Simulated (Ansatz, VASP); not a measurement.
**Re: VASP beside Ansatz**

```
CELL_PARAMETERS angstrom
2.78819 0.00000 0.00000
-1.39410 2.41464 0.00000
0.00000 0.00000 4.51055
ATOMIC_POSITIONS crystal
Re 0.33333 0.66667 0.25000
Re 0.66667 0.33333 0.75000
```

Change from the starting cell: volume scaled by 1.025, PAW files.

Alike in both runs: task electric field gradients; functional r2SCAN; k mesh 14 × 14 × 8; occupations fermi-dirac, width 0.08 eV; no spin polarisation.

|  | VASP | Ansatz |
| --- | --- | --- |
| version | VASP 6.6.1 | Ansatz 0.2.0 |
| potentials or method | VASP PAW PBE potentials, release 64 (Re) | PAW with Ansatz's default frozen-core files, scalar-relativistic |
| plane-wave cutoff (eV) | 520 | 500 |
| valence electrons in the cell | 14 | 30 |

|  | VASP | Ansatz | Ansatz less VASP |
| --- | --- | --- | --- |
| pressure (GPa) | -11.8 | -11.7 | +0.16 |
| largest component of the traceless stress (GPa) | 0.13 | 0.20 | +0.073 |
| Vzz of the field gradient on the site that differs most (V/Å²) | -69.2 | -64.9 | +4.29 |

The two sets of potentials don't hold the same shells in valence. Ansatz warned: «gradients_without_spin_orbit».

Caveats: the PAW data sets were made with another functional, which shifts forces and pressure a little (VASP). Spin-orbit coupling is left out, which matters for the levels of Re.
